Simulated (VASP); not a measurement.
# CdTe (F-43m) in VASP: a series of runs, part 2 of 2

VASP 6.6.1. The steps go on from the part before.

### 4 Single point, PBEsol

This run uses another cell than the first one, of 33.25 Å³/atom, 1.063 times its volume.

Input file INCAR:

```
SYSTEM = CdTe
PREC     = Accurate       ! precision mode
ENCUT    = 520            ! plane-wave cutoff, eV
EDIFF    = 1E-6           ! SCF threshold, eV
ISMEAR   = 0              ! smearing method
SIGMA    = 0.01           ! smearing width, eV
LREAL    = .False.        ! projectors in reciprocal space
LASPH    = .True.         ! aspherical terms in the spheres
NELM     = 60             ! most SCF steps
ALGO     = Normal         ! electronic algorithm
ISIF     = 2              ! what is computed and relaxed
LWAVE    = .False.        ! write WAVECAR
LCHARG   = .False.        ! write CHGCAR
GGA      = PS             ! functional
NBANDS   = 16             ! bands
```

Input file KPOINTS:

```
regular mesh
0
Gamma
  6 6 6
  0 0 0
```

Input file POSCAR:

```
CdTe
1.0
    0.0000000000      3.2156479188      3.2156479188
    3.2156479188      0.0000000000      3.2156479188
    3.2156479188      3.2156479188      0.0000000000
Cd Te
1 1
Direct
    0.0000000000      0.0000000000      0.0000000000
    0.2500000000      0.2500000000      0.2500000000
```

Potentials or basis: VASP PAW PBE potentials, release 64 (Cd, Te).

Command:

```bash
$ cat potpaw_PBE.64/Cd/POTCAR potpaw_PBE.64/Te/POTCAR > POTCAR
$ mpirun -np 1 vasp_std > vasp.out
```

OUTCAR:

```text
SYSTEM = CdTe
   PREC = Accurate
   ENCUT = 520
   EDIFF = 1E-6
   ISMEAR = 0
   LREAL = .False.
   LASPH = .True.
   NELM = 60
   ISIF = 2
   GGA = PS

 ion  position               nearest neighbor table
   1  0.000  0.000  0.000-   2 2.78   2 2.78   2 2.78   2 2.78
   2  0.250  0.250  0.250-   1 2.78   1 2.78   1 2.78   1 2.78

  LATTYP: Found a face centered cubic cell.
 ALAT       =     6.4312958376

  Lattice vectors:

 A1 = (   0.0000000000,   3.2156479188,   3.2156479188)
 A2 = (   3.2156479188,   0.0000000000,   3.2156479188)
 A3 = (   3.2156479188,   3.2156479188,   0.0000000000)

Analysis of symmetry for initial positions (statically):
=====================================================================
 Subroutine PRICEL returns:
 Original cell was already a primitive cell.

 Routine SETGRP: Setting up the symmetry group for a
 face centered cubic supercell.

 Subroutine GETGRP returns: Found 24 space group operations
 (whereof 24 operations were pure point group operations)
 out of a pool of 48 trial point group operations.

The static configuration has the point symmetry T_d .

[... 149 lines left out ...]

  energy without entropy =       -5.47481414  energy(sigma->0) =       -5.47481414

 E-fermi :   2.5199     XC(G=0):  -8.8827

 val. band max:        2.4276963826   @ k =   0.0000   0.0000   0.0000
 cond. band min:       3.1569859929   @ k =   0.0000   0.0000   0.0000
 fundamental gap:      0.7292896103
 Fermi energy:         2.5199256712

 k-point     1 :       0.0000    0.0000    0.0000
  band No.  band energies     occupation
      1      -8.9201      2.00000
      2      -5.9160      2.00000
      3      -5.9160      2.00000
      4      -5.9160      2.00000
      5      -5.6336      2.00000
      6      -5.6336      2.00000
[... 281 lines left out ...]
      3      -5.7720      2.00000
      4      -5.6865      2.00000
      5      -5.6203      2.00000
      6      -5.0542      2.00000
[... 8 lines left out ...]
     15      13.5677      0.00000
     16      13.7897      0.00000

------------------------ aborting loop because EDIFF is reached ----------------------------------------

  FORCE on cell =-STRESS in cart. coord.  units (eV):
  Direction    XX          YY          ZZ          XY          YZ          ZX
  --------------------------------------------------------------------------------------
  -------------------------------------------------------------------------------------
  Total        0.5757534      0.5757534      0.5757534     -0.0000000      0.0000000      0.0000000
  in kB       13.8711219     13.8711219     13.8711219     -0.0000000      0.0000000      0.0000000
  external PRESSURE =      13.8711219 kB  Pullay stress =       0.0000000 kB

 VOLUME and BASIS-vectors are now :
 -----------------------------------------------------------------------------
  energy-cutoff  :      520.00
  volume of cell :       66.50
      direct lattice vectors                 reciprocal lattice vectors
     0.000000000  3.215647919  3.215647919    -0.155489660  0.155489660  0.155489660
     3.215647919  0.000000000  3.215647919     0.155489660 -0.155489660  0.155489660
     3.215647919  3.215647919  0.000000000     0.155489660  0.155489660 -0.155489660

 POSITION                                       TOTAL-FORCE (eV/Angst)
 -----------------------------------------------------------------------------------
      0.00000      0.00000      0.00000        -0.000000     -0.000000     -0.000000
      1.60782      1.60782      1.60782         0.000000      0.000000      0.000000
 -----------------------------------------------------------------------------------
    total drift:                               -0.000000     -0.000000     -0.000000

  FREE ENERGIE OF THE ION-ELECTRON SYSTEM (eV)
  ---------------------------------------------------
  free  energy   TOTEN  =        -5.4748141375 eV

  energy  without entropy=       -5.4748141375  energy(sigma->0) =       -5.47481414
```

Wall time 22 s (1 thread of Intel Xeon 8259CL, shared host); peak memory 0.21 GiB.

Results:

```
Free energy            : -5.4748 eV
Pressure               : 1.4 GPa
Band gap on the k mesh : 0.73 eV, direct
```

Caveat: the PAW data sets were made with another functional, which shifts forces and pressure a little; spin-orbit coupling is left out, which moves the levels of the heavy elements.

### 5 Summary

```tsv
cell	gap on the mesh (eV)	pressure (GPa)
a = 4.456 Å, angles 60.0°, 2 atoms	0.92	4.8
a = 4.502 Å, angles 60.0°, 2 atoms	0.82	2.9
a = 4.548 Å, angles 60.0°, 2 atoms	0.73	1.4
```

Alike in all rows: task single point; level PBEsol; potentials or basis VASP PAW PBE potentials, release 64 (Cd, Te); no spin polarisation; k mesh 6 × 6 × 6; cutoff (eV) 520; smearing gaussian 0.01 eV.

Caveats: the PAW data sets were made with another functional, which shifts forces and pressure a little; spin-orbit coupling is left out, which moves the levels of the heavy elements.

Absolute energies hang on the potentials; compare differences alone.

### 6 Against experiment

Step 3. Measured gap of CdTe: 1.607 eV (0 K; a printed reference work, data compilation). This calculation gives 0.82 eV (-0.79 eV). Spin-orbit coupling on Cd, Te is left out. The value is that of PBEsol, without temperature or zero-point motion. Semilocal functionals fall short of measured gaps as a rule.

Step 4. Measured gap of CdTe: 1.607 eV (0 K; a printed reference work, data compilation). This calculation gives 0.73 eV (-0.88 eV). Spin-orbit coupling on Cd, Te is left out. The value is that of PBEsol, without temperature or zero-point motion. Semilocal functionals fall short of measured gaps as a rule.
